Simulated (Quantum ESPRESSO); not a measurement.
# ZnS (F-43m) in Quantum ESPRESSO: reference runs

How does ZnS come out in PBE? The cell is run as given and disturbed.

All numbers are computed with Quantum ESPRESSO 7.5; they aren't measurements. Logs are shortened: lines on timing, memory, paths and dates and some standing lists are left out, and cuts for length are marked.

**What was measured.**

“Electronic, vibrational, and thermodynamic properties of ZnS (zincblende and rocksalt structure)”, 2009, arxiv:0911.5022 quotes, for a bulk crystal of ZnS at 19 K: band gap 3.85 eV (direct).

The runs below are set against these values where they give the same quantity.

## (1) The structure

The structure is cubic, space group F-43m (No. 216). The conventional cell has a = 5.404 Å, b = 5.404 Å, c = 5.404 Å, α = 90.00°, β = 90.00°, γ = 90.00°. Zn (site symmetry -43m) is surrounded by 4 S at 2.34 Å. Around S (site symmetry -43m) lie 4 Zn at 2.34 Å.

## (2) Single point, PBE

The input, pw.in:

```
&CONTROL
  calculation = 'scf'
  prefix = 'pwscf'
  outdir = './tmp'
  pseudo_dir = './pseudo'
  tprnfor = .true.
  tstress = .true.
  disk_io = 'nowf'
/
&SYSTEM
  ibrav = 0
  nat = 2
  ntyp = 2
  ecutwfc = 55
  ecutrho = 440
  nbnd = 20
  occupations = 'smearing'
  smearing = 'fd'
  degauss = 0.00367493
/
&ELECTRONS
  conv_thr = 4d-10
  electron_maxstep = 120
  mixing_beta = 0.5
/
ATOMIC_SPECIES
Zn    65.3800 Zn_pbe_v1.uspp.F.UPF
S     32.0600 s_pbe_v1.4.uspp.F.UPF
CELL_PARAMETERS angstrom
   0.0000000000    2.7020000000    2.7020000000
   2.7020000000    0.0000000000    2.7020000000
   2.7020000000    2.7020000000    0.0000000000
ATOMIC_POSITIONS crystal
Zn     0.7500000000    0.7500000000    0.7500000000
S      0.0000000000    0.0000000000    0.0000000000
K_POINTS automatic
9 9 9 0 0 0
```

Potentials or basis: SSSP 1.3 efficiency PBE.

Launch:

```
$ OMP_NUM_THREADS=1 pw.x -in pw.in > pw.out
```

pw.out:

```text
This program is part of the open-source Quantum ESPRESSO suite
     for quantum simulation of materials; please cite
[... 6 lines left out ...]
     using ibrav=0 with symmetry is DISCOURAGED, use correct ibrav instead

     Subspace diagonalization in iterative solution of the eigenvalue problem:
     a serial algorithm will be used

     G-vector sticks info
     --------------------
     sticks:   dense  smooth     PW     G-vecs:    dense   smooth      PW
     Sum        1573     793    241                41391    14649    2445

     Using Slab Decomposition

     bravais-lattice index     =            0
     lattice parameter (alat)  =       7.2210  a.u.
     unit-cell volume          =     266.2457 (a.u.)^3
     number of atoms/cell      =            2
     number of atomic types    =            2
     number of electrons       =        26.00
     number of Kohn-Sham states=           20
     kinetic-energy cutoff     =      55.0000  Ry
     charge density cutoff     =     440.0000  Ry
     scf convergence threshold =      4.0E-10
     mixing beta               =       0.5000
     number of iterations used =            8  plain     mixing
     Exchange-correlation=  SLA  PW   PBX  PBC
                           (   1   4   3   4   0   0   0)

     celldm(1)=   7.221031  celldm(2)=   0.000000  celldm(3)=   0.000000
     celldm(4)=   0.000000  celldm(5)=   0.000000  celldm(6)=   0.000000

     crystal axes: (cart. coord. in units of alat)
               a(1) = (   0.000000   0.707107   0.707107 )
               a(2) = (   0.707107   0.000000   0.707107 )
               a(3) = (   0.707107   0.707107   0.000000 )

     reciprocal axes: (cart. coord. in units 2 pi/alat)
               b(1) = ( -0.707107  0.707107  0.707107 )
               b(2) = (  0.707107 -0.707107  0.707107 )
               b(3) = (  0.707107  0.707107 -0.707107 )

     PseudoPot. # 1 for Zn read from file:
     Zn_pbe_v1.uspp.F.UPF
     Pseudo is Ultrasoft, Zval = 20.0
     Generated by new atomic code, or converted to UPF format
     Using radial grid of  943 points,  6 beta functions with:
                l(1) =   0
                l(2) =   0
                l(3) =   1
                l(4) =   1
                l(5) =   2
                l(6) =   2
     Q(r) pseudized with  8 coefficients,  rinner =    1.100   1.100   1.100
                                                       1.100   1.100

     PseudoPot. # 2 for S  read from file:
     s_pbe_v1.4.uspp.F.UPF
     Pseudo is Ultrasoft + core correction, Zval =  6.0
     Generated by new atomic code, or converted to UPF format
     Using radial grid of  907 points,  6 beta functions with:
                l(1) =   0
                l(2) =   0
                l(3) =   1
                l(4) =   1
                l(5) =   2
                l(6) =   2
     Q(r) pseudized with  8 coefficients,  rinner =    1.300   1.300   1.300
                                                       1.300   1.300

     atomic species   valence    mass     pseudopotential
     Zn               20.00    65.38000     Zn( 1.00)
     S                 6.00    32.06000     S ( 1.00)

     24 Sym. Ops. (no inversion) found

   Cartesian axes

     site n.     atom                  positions (alat units)
         1        Zn     tau(   1) = (   1.0606602   1.0606602   1.0606602  )
         2        S      tau(   2) = (   0.0000000   0.0000000   0.0000000  )

     number of k points=    35  Fermi-Dirac smearing, width (Ry)=  0.0037
                       cart. coord. in units 2pi/alat
        k(    1) = (   0.0000000   0.0000000   0.0000000), wk =   0.0027435
        k(    2) = (   0.0785674   0.0785674  -0.0785674), wk =   0.0219479
        k(    3) = (   0.1571348   0.1571348  -0.1571348), wk =   0.0219479
        k(    4) = (   0.2357023   0.2357023  -0.2357023), wk =   0.0219479
        k(    5) = (   0.3142697   0.3142697  -0.3142697), wk =   0.0219479
        k(    6) = (   0.1571348   0.0000000   0.0000000), wk =   0.0164609
[... 27 lines left out ...]
        k(   34) = (  -0.0000000  -0.4714045   0.6285394), wk =   0.0658436
        k(   35) = (  -0.0785674  -0.3928371   0.7071068), wk =   0.0658436

     Dense  grid:    41391 G-vectors     FFT dimensions: (  50,  50,  50)

     Smooth grid:    14649 G-vectors     FFT dimensions: (  36,  36,  36)

     Initial potential from superposition of free atoms

     starting charge      25.9998, renormalised to      26.0000
     Starting wfcs are   17 randomized atomic wfcs +    3 random wfcs

     Self-consistent Calculation

     iteration #  1     ecut=    55.00 Ry     beta= 0.50
     Davidson diagonalization with overlap
     ethr =  1.00E-02,  avg # of iterations =  5.0

     Threshold (ethr) on eigenvalues was too large:
     Diagonalizing with lowered threshold

     Davidson diagonalization with overlap
     ethr =  4.11E-04,  avg # of iterations =  1.5

     total energy              =    -485.74213981 Ry
     estimated scf accuracy    <       0.10480437 Ry
[... 50 lines left out ...]
     iteration #  9     ecut=    55.00 Ry     beta= 0.50
     Davidson diagonalization with overlap
     ethr =  4.35E-11,  avg # of iterations =  2.0

     End of self-consistent calculation

          k = 0.0000 0.0000 0.0000 (  1837 PWs)   bands (ev):

  -118.1317 -72.3011 -72.3011 -72.3011  -6.3973   0.4153   0.4153   0.4153
     0.9159   0.9159   6.7486   6.7486   6.7486   8.8538  13.1182  13.1182
    13.1182  18.3752  18.3752  18.6242
[... 99 lines left out ...]
  -118.1317 -72.3012 -72.3011 -72.3011  -5.3882   0.5380   0.5934   0.8206
     0.9143   1.0139   2.3123   4.2037   5.6517  11.4411  13.1921  14.7463
    14.8254  17.7332  18.9614  21.5204

          k = 0.0000-0.3143 0.3143 (  1849 PWs)   bands (ev):

  -118.1317 -72.3012 -72.3011 -72.3011  -5.6218   0.5326   0.5452   0.5940
     0.8960   0.9631   3.1432   4.5801   6.0390  11.4895  13.5072  13.6217
    14.3392  16.8042  20.2298  20.9202

          k = 0.4714 0.0000 0.0000 (  1832 PWs)   bands (ev):
[... 25 lines left out ...]
  -118.1317 -72.3012 -72.3011 -72.3011  -5.1994   0.3846   0.7451   0.7451
     0.9890   1.0713   2.3534   4.5826   4.5826  10.2150  10.8745  17.4433
    18.2487  18.2487  20.1079  21.5530

          k = 0.0000-0.6285 0.6285 (  1812 PWs)   bands (ev):

  -118.1317 -72.3012 -72.3011 -72.3011  -5.1540   0.4210   0.7461   0.7615
     0.9814   1.1736   2.1825   4.2181   4.6135  10.4216  11.2215  17.1254
    17.9089  18.4942  20.0870  21.1975

          k = 0.3143 0.1571 0.0000 (  1849 PWs)   bands (ev):
[... 31 lines left out ...]
  -118.1317 -72.3012 -72.3012 -72.3011  -5.2329   0.5418   0.6431   0.8609
     0.9118   1.2185   2.0869   3.8422   4.9731  11.7299  12.9764  14.5226
    16.1672  17.3460  19.5712  21.7880

          k = 0.0000-0.3143 0.4714 (  1832 PWs)   bands (ev):

  -118.1317 -72.3012 -72.3012 -72.3011  -5.3532   0.5510   0.5922   0.7858
     0.9258   1.0270   2.5136   3.9935   5.3267  11.9744  12.9485  13.6778
    16.0821  17.2619  19.4321  22.0073

          k =-0.0786-0.5500 0.7071 (  1829 PWs)   bands (ev):
[... 13 lines left out ...]
  -118.1317 -72.3012 -72.3011 -72.3011  -5.1733   0.5455   0.6775   0.8398
     0.9025   1.2637   2.1948   3.8540   4.3770  12.3223  12.6498  14.2324
    15.7472  18.5218  20.2928  21.5656

     the Fermi energy is     7.9527 ev

!    total energy              =    -485.77228486 Ry
     estimated scf accuracy    <          2.6E-10 Ry
     smearing contrib. (-TS)   =      -0.00000000 Ry
     internal energy E=F+TS    =    -485.77228486 Ry

     The total energy is F=E-TS. E is the sum of the following terms:
     one-electron contribution =    -454.74606004 Ry
     hartree contribution      =     234.27073794 Ry
     xc contribution           =     -50.70164996 Ry
     ewald contribution        =    -214.59531280 Ry

     convergence has been achieved in   9 iterations

     Forces acting on atoms (cartesian axes, Ry/au):

     atom    1 type  1   force =     0.00000000    0.00000000    0.00000000
     atom    2 type  2   force =    -0.00000000   -0.00000000   -0.00000000

     Total force =     0.000000     Total SCF correction =     0.000000

     Computing stress (Cartesian axis) and pressure

          total   stress  (Ry/bohr**3)                   (kbar)     P=       16.66
   0.00011327  -0.00000000  -0.00000000           16.66       -0.00       -0.00
  -0.00000000   0.00011327  -0.00000000           -0.00       16.66       -0.00
   0.00000000  -0.00000000   0.00011327            0.00       -0.00       16.66

=------------------------------------------------------------------------------=
   JOB DONE.
=------------------------------------------------------------------------------=
```

Wall time 34 s (1 thread of AMD EPYC 7R43 (Zen 3), shared host); peak memory 0.21 GiB.

What came out:

```yaml
Free_energy: -6609.2686 eV
Pressure: 1.7 GPa
Band_gap_on_the_k_mesh: 2.11 eV, direct
```

## (3) Single point, PBE (atoms moved at random, drawn with an rms of 0.05 Å)

Edit pw.in of step 2 so:

```diff
@@ -33,4 +33,4 @@
 ATOMIC_POSITIONS crystal
-Zn     0.7500000000    0.7500000000    0.7500000000
-S      0.0000000000    0.0000000000    0.0000000000
+Zn     0.7397190000    0.7437320000    0.7477960000
+S     -0.0090390000    0.0118540000   -0.0118510000
 K_POINTS automatic
```

Potentials or basis: SSSP 1.3 efficiency PBE.

Launch:

```
$ OMP_NUM_THREADS=1 pw.x -in pw.in > pw.out
```

pw.out:

```text
This program is part of the open-source Quantum ESPRESSO suite
     for quantum simulation of materials; please cite
         "P. Giannozzi et al., J. Phys.:Condens. Matter 21 395502 (2009);
         "P. Giannozzi et al., J. Phys.:Condens. Matter 29 465901 (2017);
         "P. Giannozzi et al., J. Chem. Phys. 152 154105 (2020);
     in publications or presentations arising from this work. More details at

     Subspace diagonalization in iterative solution of the eigenvalue problem:
     a serial algorithm will be used

     G-vector sticks info
     --------------------
     sticks:   dense  smooth     PW     G-vecs:    dense   smooth      PW
     Sum        1573     793    241                41391    14649    2445

     Using Slab Decomposition

     bravais-lattice index     =            0
     lattice parameter (alat)  =       7.2210  a.u.
     unit-cell volume          =     266.2457 (a.u.)^3
     number of atoms/cell      =            2
     number of atomic types    =            2
     number of electrons       =        26.00
     number of Kohn-Sham states=           20
     kinetic-energy cutoff     =      55.0000  Ry
     charge density cutoff     =     440.0000  Ry
     scf convergence threshold =      4.0E-10
     mixing beta               =       0.5000
     number of iterations used =            8  plain     mixing
     Exchange-correlation=  SLA  PW   PBX  PBC
                           (   1   4   3   4   0   0   0)

     celldm(1)=   7.221031  celldm(2)=   0.000000  celldm(3)=   0.000000
     celldm(4)=   0.000000  celldm(5)=   0.000000  celldm(6)=   0.000000

     crystal axes: (cart. coord. in units of alat)
               a(1) = (   0.000000   0.707107   0.707107 )
               a(2) = (   0.707107   0.000000   0.707107 )
               a(3) = (   0.707107   0.707107   0.000000 )

     reciprocal axes: (cart. coord. in units 2 pi/alat)
               b(1) = ( -0.707107  0.707107  0.707107 )
               b(2) = (  0.707107 -0.707107  0.707107 )
               b(3) = (  0.707107  0.707107 -0.707107 )

     PseudoPot. # 1 for Zn read from file:
     Zn_pbe_v1.uspp.F.UPF
     Pseudo is Ultrasoft, Zval = 20.0
     Generated by new atomic code, or converted to UPF format
     Using radial grid of  943 points,  6 beta functions with:
                l(1) =   0
                l(2) =   0
                l(3) =   1
                l(4) =   1
                l(5) =   2
                l(6) =   2
     Q(r) pseudized with  8 coefficients,  rinner =    1.100   1.100   1.100
                                                       1.100   1.100

     PseudoPot. # 2 for S  read from file:
     s_pbe_v1.4.uspp.F.UPF
     Pseudo is Ultrasoft + core correction, Zval =  6.0
     Generated by new atomic code, or converted to UPF format
     Using radial grid of  907 points,  6 beta functions with:
                l(1) =   0
                l(2) =   0
                l(3) =   1
                l(4) =   1
                l(5) =   2
                l(6) =   2
     Q(r) pseudized with  8 coefficients,  rinner =    1.300   1.300   1.300
                                                       1.300   1.300

     atomic species   valence    mass     pseudopotential
     Zn               20.00    65.38000     Zn( 1.00)
     S                 6.00    32.06000     S ( 1.00)

     No symmetry found

   Cartesian axes

     site n.     atom                  positions (alat units)
         1        Zn     tau(   1) = (   1.0546696   1.0518319   1.0489583  )
         2        S      tau(   2) = (   0.0000021  -0.0147715   0.0019905  )

     number of k points=   365  Fermi-Dirac smearing, width (Ry)=  0.0037

     Number of k-points >= 100: set verbosity='high' to print them.

     Dense  grid:    41391 G-vectors     FFT dimensions: (  50,  50,  50)

     Smooth grid:    14649 G-vectors     FFT dimensions: (  36,  36,  36)

     Initial potential from superposition of free atoms

     starting charge      25.9998, renormalised to      26.0000
     Starting wfcs are   17 randomized atomic wfcs +    3 random wfcs

     Self-consistent Calculation

     iteration #  1     ecut=    55.00 Ry     beta= 0.50
     Davidson diagonalization with overlap
     ethr =  1.00E-02,  avg # of iterations =  5.3

     Threshold (ethr) on eigenvalues was too large:
     Diagonalizing with lowered threshold

     Davidson diagonalization with overlap
     ethr =  4.14E-04,  avg # of iterations =  1.3

     total energy              =    -485.74109509 Ry
     estimated scf accuracy    <       0.10537400 Ry

     iteration #  2     ecut=    55.00 Ry     beta= 0.50
     Davidson diagonalization with overlap
     ethr =  4.05E-04,  avg # of iterations =  2.1

     total energy              =    -485.76559332 Ry
     estimated scf accuracy    <       0.02676426 Ry

     iteration #  3     ecut=    55.00 Ry     beta= 0.50
     Davidson diagonalization with overlap
     ethr =  1.03E-04,  avg # of iterations =  2.3

     total energy              =    -485.77122365 Ry
     estimated scf accuracy    <       0.00201482 Ry
[... 26 lines left out ...]
     total energy              =    -485.77143064 Ry
     estimated scf accuracy    <       0.00000005 Ry

     iteration #  8     ecut=    55.00 Ry     beta= 0.50
     Davidson diagonalization with overlap
     ethr =  1.96E-10,  avg # of iterations =  2.0

     total energy              =    -485.77143065 Ry
     estimated scf accuracy    <       0.00000001 Ry

     iteration #  9     ecut=    55.00 Ry     beta= 0.50
     Davidson diagonalization with overlap
     ethr =  3.86E-11,  avg # of iterations =  2.0

     End of self-consistent calculation

     Number of k-points >= 100: set verbosity='high' to print the bands.

     the Fermi energy is     7.9563 ev

!    total energy              =    -485.77143066 Ry
     estimated scf accuracy    <          2.6E-10 Ry
     smearing contrib. (-TS)   =      -0.00000000 Ry
     internal energy E=F+TS    =    -485.77143066 Ry

     The total energy is F=E-TS. E is the sum of the following terms:
     one-electron contribution =    -454.78726030 Ry
     hartree contribution      =     234.28660214 Ry
     xc contribution           =     -50.70217723 Ry
     ewald contribution        =    -214.56859526 Ry

     convergence has been achieved in   9 iterations

     Forces acting on atoms (cartesian axes, Ry/au):

     atom    1 type  1   force =     0.00631177   -0.00627765    0.01231103
     atom    2 type  2   force =    -0.00631177    0.00627765   -0.01231103

     Total force =     0.021485     Total SCF correction =     0.000002

     Computing stress (Cartesian axis) and pressure

          total   stress  (Ry/bohr**3)                   (kbar)     P=       18.01
   0.00012414  -0.00008628   0.00004339           18.26      -12.69        6.38
  -0.00008628   0.00012416  -0.00004363          -12.69       18.26       -6.42
   0.00004339  -0.00004363   0.00011895            6.38       -6.42       17.50

=------------------------------------------------------------------------------=
   JOB DONE.
=------------------------------------------------------------------------------=
```

Run time: 3.8 min. Hardware: 1 thread of AMD EPYC 7R43 (Zen 3), shared host; peak memory 0.39 GiB.

What came out:

```
Free energy            : -6609.2570 eV
Pressure               : 1.8 GPa
Largest force          : 0.391 eV/Å
Band gap on the k mesh : 2.07 eV, direct
```

Forces on the atoms (eV/Å):
```
Zn   0.162 -0.161  0.317
S   -0.162  0.161 -0.317
```

## (4) How close it comes

Step 2. A measured gap of ZnS is 3.85 eV (direct; 19 K; quoted in “Electronic, vibrational, and thermodynamic properties of ZnS (zincblende and rocksalt structure)”, 2009, arxiv:0911.5022); the calculated 2.11 eV misses it by -1.74 eV. The value is that of PBE, without temperature or zero-point motion. Semilocal functionals fall short of measured gaps as a rule.
